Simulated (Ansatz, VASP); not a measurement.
## Zr: VASP beside Ansatz

The input INCAR:

```
SYSTEM = Zr
PREC     = Accurate       ! precision mode
ENCUT    = 520            ! plane-wave cutoff, eV
EDIFF    = 1E-8           ! SCF threshold, eV
ISMEAR   = -1             ! smearing method
SIGMA    = 0.05           ! smearing width, eV
LREAL    = .False.        ! projectors in reciprocal space
LASPH    = .True.         ! aspherical terms in the spheres
NELM     = 100            ! most SCF steps
ALGO     = Normal         ! electronic algorithm
ISIF     = 2              ! what is computed and relaxed
LWAVE    = .False.        ! write WAVECAR
LCHARG   = .False.        ! write CHGCAR
LEFG     = .True.       
NBANDS   = 12             ! bands
```

The input KPOINTS:

```
Automatic mesh
0
Gamma
  16 16 16
  0 0 0
```

The input POSCAR:

```
Zr
1.0
   -1.7874363926      1.7874363926      1.7874363926
    1.7874363926     -1.7874363926      1.7874363926
    1.7874363926      1.7874363926     -1.7874363926
Zr
1
Direct
    0.0000000000      0.0000000000      0.0000000000
```

Input for Ansatz:

```yaml
crystal:
  lattice:
    - [-1.7874363926, 1.7874363926, 1.7874363926]
    - [1.7874363926, -1.7874363926, 1.7874363926]
    - [1.7874363926, 1.7874363926, -1.7874363926]
  atoms:
    - { symbol: Zr, position: [0.0, 0.0, 0.0] }
kpoints:
  mp_grid: { grid: [16, 16, 16] }
  band_path:
    path:
      - [0.0, 0.0, 0.0]
      - [0.5, -0.5, 0.5]
      - [0.0, 0.0, 0.5]
      - [0.0, 0.0, 0.0]
      - [0.25, 0.25, 0.25]
      - [0.5, -0.5, 0.5]
      - [0.25, 0.25, 0.25]
      - [0.0, 0.0, 0.5]
    npoints: 5
scf:
  occupations: { method: fermi_dirac, width: 0.05 }
hamiltonian:
  xc: lda
  pseudopotentials: { kind: paw }
output:
  forces: true
  stress: true
  eigenvalues: true
  efg: { contact_densities: true }
```

Alike in both runs: task electric field gradients; functional LDA; k mesh 16 × 16 × 16; occupations fermi-dirac, width 0.05 eV; no spin polarisation.

```csv
,VASP,Ansatz
version,VASP 6.6.1,Ansatz 0.2.0
potentials or method,"VASP PAW LDA potentials, release 64 (Zr_sv)","PAW with Ansatz's default frozen-core files, scalar-relativistic"
plane-wave cutoff (eV),520,420
valence electrons in the cell,12,12
```

VASP gave:

| Quantity | Value |
| --- | --- |
| pressure (GPa) | -6.7 |
| Vzz of the field gradient on the site that differs most (V/Å²) | 0.0 |

Q: Which values does Ansatz return?

A: Pressure (GPa): -6.8; Vzz of the field gradient on the site that differs most (V/Å²): 0.0.

Ansatz warned: «gradients_without_spin_orbit».
